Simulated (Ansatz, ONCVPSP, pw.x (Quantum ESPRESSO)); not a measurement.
Equation-of-state test of one ONCV potential (zirconium (Zr))

Zr (Z = 40), optimised norm-conserving Vanderbilt (ONCV), made with ONCVPSP 4.0.1 (PBE, scalar-relativistic). Core [Ar] 3d10, reference 4s2 4p6 4d2 5s2. Waves: 4s+5s: rc 1.95 bohr, ncon 3, nbas 6, qcut 7.9 1/bohr, 2 projectors; 4p: rc 2.15 bohr, ncon 5, nbas 8, qcut 5.8 1/bohr, 2 projectors, debl 0.5 Ha; 4d: rc 1.80 bohr, ncon 4, nbas 7, qcut 6.1 1/bohr, 2 projectors, debl 1.8 Ha. Local part: polynomial inside 1.70 bohr (lpopt 3, dvloc0 0 Ha). Core correction: Teter function, fcfact 3, rcfact 1.3.

In the p channel the program set the typed energies aside and used -1.193, 0.250 Ha.

Atomic tests: cutoffs needed: 16 Ha and 20 Ha (the cutoffs (Ha) at which the residual kinetic energy of the hardest occupied pseudo-wave falls to 1 and 0.1 mHa per electron); ghost test: no bound ghost flagged; GHOST(+) flagged for s at 53.0 eV; configuration tests: 1 of 4 tests not solved or not reliable.

Crystal test: bcc Zr in pw.x 7.5, no spin, 13³ k-points, Fermi–Dirac smearing 0.01 Ry, cutoffs 50/200 Ry. The reference is all-electron LAPW (Ansatz 0.2.0) with the same functional, mesh and smearing; V0 and B0 come from Birch–Murnaghan fits to the pressures at five volumes. Errors are pseudo minus all-electron; Δ is the rms difference of the E(V) curves that follow from these fits, minima aligned, over ±6 % about the mean V0. Mesh and smearing are coarse, so the numbers serve the comparison and aren't converged zero-temperature values; the lattice is a test structure that the element need not adopt.

All-electron: a0 = 3.582 Å (V0 = 22.98 Å³/atom), B0 = 86.4 GPa.

Question: How far does the potential miss the all-electron equation of state?

Answer: mean pressure error (GPa): +0.19; a0 (Å): 3.585; a0 error (%): +0.08; B0 error (%): +0.2; Δ (meV/atom): 1.0. Atomic configuration tests: 1 of 4 tests not solved or not reliable.

```
V (Å³/atom)  P all-electron (GPa)  P pseudo (GPa)
     21.920                  4.41            4.65
     22.497                  1.91            2.13
     23.074                 -0.34           -0.15
     23.651                 -2.37           -2.19
     24.228                 -4.19           -4.03
```

Question: At the middle volume, how do free energy and pressure move when the wave cutoff is lowered (ecutrho kept at four times it)?

Answer:

```csv
cutoff (Ry),shift of F (meV/atom),shift of P (GPa)
22,+1137.8,-23.65
30,+180.2,-6.45
40,+8.1,-0.45
```

The run at the middle volume (84 k-points, 9 iterations) took about 28 s on one core of a shared host (Intel(R) Xeon(R) Processor @ 2.60GHz, 24 threads, 32 GiB, load 9).
